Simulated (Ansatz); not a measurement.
# Mo16H: the cost of one run

Method: DFT PBE, scalar-relativistic, plane waves, PAW, in Ansatz 0.2.0.

The COD entry's cell or inner coordinates are ideal or old and differ from later refinements, so a difference from it is no clean test against experiment.

2 further runs of the same task are left out: 2 set aside as unsound or not needed.

## Step 1: The starting structure

It takes space group Pmm2 (No. 25, orthorhombic). The conventional cell has a = 6.321 Å, b = 6.321 Å, c = 20.088 Å, α = 90.00°, β = 90.00°, γ = 90.00°. Mo (site symmetry m) is surrounded by 4 Mo at 2.74 Å. Mo (site symmetry m) is surrounded by 9 Mo at 2.74 to 3.01 Å. Mo (site symmetry m) has 8 Mo at 2.63 to 2.77 Å and 1 H at 2.91 Å as nearest neighbours. Around Mo (site symmetry m) lie 8 Mo at 2.63 to 2.77 Å. Around Mo (site symmetry m) lie 1 H at 1.91 Å. Mo (site symmetry m) has 5 Mo at 2.63 to 3.01 Å as nearest neighbours. Only part of the 9 independent sites is listed.

As a file:

```
Mo H
1.0
     6.32094    0.00000    0.00000
     0.00000    6.32094    0.00000
     0.00000    0.00000   20.08839
Mo H
16 1
Direct
  0.25000 0.25000 0.19912
  0.25000 0.75000 0.19912
  0.75000 0.25000 0.19912
  0.75000 0.75000 0.19912
  0.00000 0.00000 0.27778
  0.00000 0.50000 0.27778
  0.50000 0.00000 0.27778
  0.50000 0.50000 0.27778
  0.25000 0.25000 0.35897
  0.25000 0.75000 0.35897
  0.75000 0.25000 0.35897
  0.75000 0.75000 0.35897
  0.00000 0.00000 0.42753
  0.00000 0.50000 0.42753
  0.50000 0.00000 0.42753
  0.50000 0.50000 0.42753
  0.00000 0.25000 0.48090
```

This is the geometry at the first point of the grid.

## Step 4: Plan of the scan

Atoms count from 1 in the order of the input.

H is moved over the surface cell; relaxed at each place: the height of the adsorbate's atoms; substrate rigid; the origin of the map has the adsorbate above Mo13.

- position of H17 along the first surface vector, from above Mo13: 8 values from 0.000 to 0.875, periodic
- position of H17 along the second surface vector, from above Mo13: 8 values from 0.000 to 0.875, periodic

Relaxed at each point: the height of the adsorbate's atoms; substrate rigid. Points are written as (first, second).

The two vectors of the plane (Å): (3.160, 0.000, 0.000); (0.000, 3.160, 0.000).

(The set-up runs are not shown.)

## Step 5: The run at (4/8, 4/8) of the map's two axes

Contents of input.yaml:

```yaml
crystal:
  lattice:
    - [6.3209357483, 0.0, 0.0]
    - [0.0, 6.3209357483, 0.0]
    - [0.0, 0.0, 20.0883894453]
  atoms:
    - { symbol: Mo, position: [0.25, 0.25, 0.1991199947] }
    - { symbol: Mo, position: [0.25, 0.75, 0.1991199947] }
    - { symbol: Mo, position: [0.75, 0.25, 0.1991199947] }
    - { symbol: Mo, position: [0.75, 0.75, 0.1991199947] }
    - { symbol: Mo, position: [0.0, 0.0, 0.2777840379] }
    - { symbol: Mo, position: [0.0, 0.5, 0.2777840379] }
    - { symbol: Mo, position: [0.5, 0.0, 0.2777840379] }
    - { symbol: Mo, position: [0.5, 0.5, 0.2777840379] }
    - { symbol: Mo, position: [0.25, 0.25, 0.3589730499] }
    - { symbol: Mo, position: [0.25, 0.75, 0.3589730499] }
    - { symbol: Mo, position: [0.75, 0.25, 0.3589730499] }
    - { symbol: Mo, position: [0.75, 0.75, 0.3589730499] }
    - { symbol: Mo, position: [0.0, 0.0, 0.4275300152] }
    - { symbol: Mo, position: [0.0, 0.5, 0.4275300152] }
    - { symbol: Mo, position: [0.5, 0.0, 0.4275300152] }
    - { symbol: Mo, position: [0.5, 0.5, 0.4275300152] }
    - { symbol: H, position: [0.25, 0.25, 0.4601554236] }
basis:
  ecutwfc: 420
kpoints:
  mp_grid: { grid: [4, 4, 1] }
hamiltonian:
  xc: pbe
  pseudopotentials: { kind: paw, azcp: { folder: soft_1 } }
scf:
  occupations: { method: gaussian, width: 0.1 }
output:
  forces: true
  eigenvalues: true
relax:
  adjacent_minimum: "off"
  f_tol: 0.025
  max_steps: 16
  constraints:
    - { sites: [0, 1, 2, 3, 4, 5, 6, 7, 8, 9, 10, 11, 12, 13, 14, 15] }
    - { sites: [16], fix: xy }
efield:
  axis: 3
  dipole_correction: true
  ramp_width: 0.04
```

Launch:

```console
> ansatz run input.yaml --threads 4 --pin off --max-ram 12288MiB --backend cpu --events-out ev --progress --plain --runs-dir out
```

What time and memory should one allow on 4 threads of Intel Xeon Platinum 8488C (Sapphire Rapids), shared host?

About 1.7 min, with a peak of 2.1 GiB.
